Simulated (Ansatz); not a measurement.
Molecular dynamics on a 2×2×2 supercell (16 atoms) of CaO (Fm-3m), relaxed with r2SCAN. Forces come from PBE in Ansatz: Langevin thermostat and barostat (NPT), 1300 K, steps of 2 fs. Classical nuclei, no spin polarisation; a few dozen steps show the first response, not equilibrium.

```yaml
crystal:
  lattice:
    - [0.0, 4.7950947802, 4.7950947802]
    - [4.7950947802, 0.0, 4.7950947802]
    - [4.7950947802, 4.7950947802, 0.0]
  atoms:
    - { symbol: Ca, position: [0.0, 0.0, 0.0] }
    - { symbol: O, position: [0.25, 0.25, 0.25] }
    - { symbol: Ca, position: [0.0, 0.0, 0.5] }
    - { symbol: O, position: [0.25, 0.25, 0.75] }
    - { symbol: Ca, position: [0.0, 0.5, 0.0] }
    - { symbol: O, position: [0.25, 0.75, 0.25] }
    - { symbol: Ca, position: [0.0, 0.5, 0.5] }
    - { symbol: O, position: [0.25, 0.75, 0.75] }
    - { symbol: Ca, position: [0.5, 0.0, 0.0] }
    - { symbol: O, position: [0.75, 0.25, 0.25] }
    - { symbol: Ca, position: [0.5, 0.0, 0.5] }
    - { symbol: O, position: [0.75, 0.25, 0.75] }
    - { symbol: Ca, position: [0.5, 0.5, 0.0] }
    - { symbol: O, position: [0.75, 0.75, 0.25] }
    - { symbol: Ca, position: [0.5, 0.5, 0.5] }
    - { symbol: O, position: [0.75, 0.75, 0.75] }
kpoints:
  mp_grid: { grid: [2, 2, 2] }
hamiltonian:
  xc: pbe
scf:
  occupations: { method: fermi_dirac, width: 0.112 }
md:
  ensemble: npt_langevin
  temperature: 1300
  timestep: 2.0
  n_steps: 40
  initial_velocities: maxwell_boltzmann
  seed: 9183
```

Command: `ansatz run input.yaml --threads 4 --pin off --max-ram 3686MiB --backend cpu --events-out ev --progress --plain --runs-dir out`. Wall time 98 s on 4 threads of Arm Neoverse V1 (shared host); peak host memory 0.83 GiB.

```tsv
step	t (fs)	T (K)	free energy F from step 0 (meV/atom)	kinetic energy (meV/atom)	pressure (GPa)	volume (Å³/atom)	largest force (eV/Å)
0	0	1219	0.0	157.5	3.73	13.78	0.00
1	2	1146	1.8	148.2	3.71	13.78	0.28
2	4	1071	6.8	138.5	3.79	13.78	0.56
3	6	1092	14.8	141.1	4.02	13.78	0.84
4	8	1077	25.6	139.2	4.26	13.78	1.11
5	10	967	38.8	125.1	4.45	13.79	1.38
6	12	919	53.5	118.8	4.71	13.80	1.62
7	14	853	68.7	110.3	4.90	13.81	1.79
8	16	682	82.8	88.2	4.93	13.83	1.91
9	18	607	95.3	78.5	5.03	13.84	2.11
10	20	545	106.9	70.4	5.10	13.86	2.30
11	22	552	116.7	71.4	5.19	13.88	2.45
12	24	528	124.2	68.2	5.22	13.91	2.58
13	26	526	128.4	68.0	5.19	13.93	2.65
14	28	411	128.5	53.2	4.92	13.96	2.67
15	30	352	126.1	45.5	4.59	13.99	2.65
16	32	354	122.3	45.8	4.25	14.02	2.58
17	34	459	116.5	59.3	3.98	14.05	2.45
18	36	537	109.8	69.4	3.64	14.08	2.28
19	38	586	103.5	75.8	3.25	14.12	2.12
20	40	622	98.7	80.4	2.87	14.15	1.99
21	42	642	95.9	83.0	2.49	14.19	1.89
22	44	588	94.6	76.0	2.09	14.22	1.83
23	46	566	93.6	73.1	1.72	14.26	1.76
24	48	606	92.9	78.4	1.41	14.30	1.68
25	50	603	92.9	78.0	1.09	14.34	1.64
26	52	614	93.3	79.4	0.86	14.38	1.64
27	54	685	93.7	88.5	0.70	14.41	1.80
28	56	694	94.3	89.7	0.46	14.45	1.93
29	58	614	94.5	79.3	0.10	14.49	2.06
30	60	620	92.8	80.1	-0.18	14.53	2.15
31	62	583	89.4	75.3	-0.51	14.57	2.19
32	64	596	85.1	77.0	-0.78	14.61	2.17
33	66	657	80.2	85.0	-0.99	14.65	2.11
34	68	830	74.9	107.3	-1.04	14.68	2.02
35	70	849	71.0	109.7	-1.21	14.70	1.90
36	72	867	69.0	112.0	-1.38	14.73	1.78
37	74	843	68.5	109.0	-1.53	14.75	1.63
38	76	769	69.3	99.4	-1.68	14.77	1.52
39	78	836	71.2	108.1	-1.68	14.78	1.56
40	80	821	74.7	106.1	-1.72	14.79	1.58
```

The temperature starts at 1219 K, is lowest at step 15 (352 K, 30 fs) and ends at 821 K. The thermostat hasn't had time to restore it. The atoms start on their lattice sites with kinetic energy alone, so much of it first passes into potential energy.

Positions (Å) and forces (eV/Å) at step 40:
```
cell (Å): 0.000 4.910 4.910; 4.910 0.000 4.910; 4.910 4.910 0.000
Ca   0.015  -0.181   0.078     0.177   0.452  -0.262
O    2.377   2.486   2.405     0.462  -0.185  -0.356
Ca   2.515   2.260   0.020    -0.155   0.334   0.180
O    4.821   5.005   2.481    -0.061  -0.644  -0.385
Ca   2.501   0.026   2.439    -0.120   0.176   0.141
O    4.818   2.187   4.898     0.769   0.546  -0.234
Ca   4.996   2.380   2.551    -0.489  -0.118  -0.546
O    7.198   4.848   4.821     1.193  -0.363   0.451
Ca  -0.159   2.454   2.333     1.354  -0.074   0.497
O    2.508   4.764   5.019    -0.283   0.822  -0.646
Ca   2.393   4.796   2.310    -0.019  -0.336   0.525
O    5.070   7.388   5.001    -1.057  -0.497  -0.137
Ca   2.537   2.428   5.036    -0.840   0.065  -1.335
O    4.866   4.858   7.216     0.348   0.233   0.552
Ca   5.010   4.889   4.771    -0.885   0.290   0.584
O    7.384   7.460   7.290    -0.395  -0.703   0.970
```
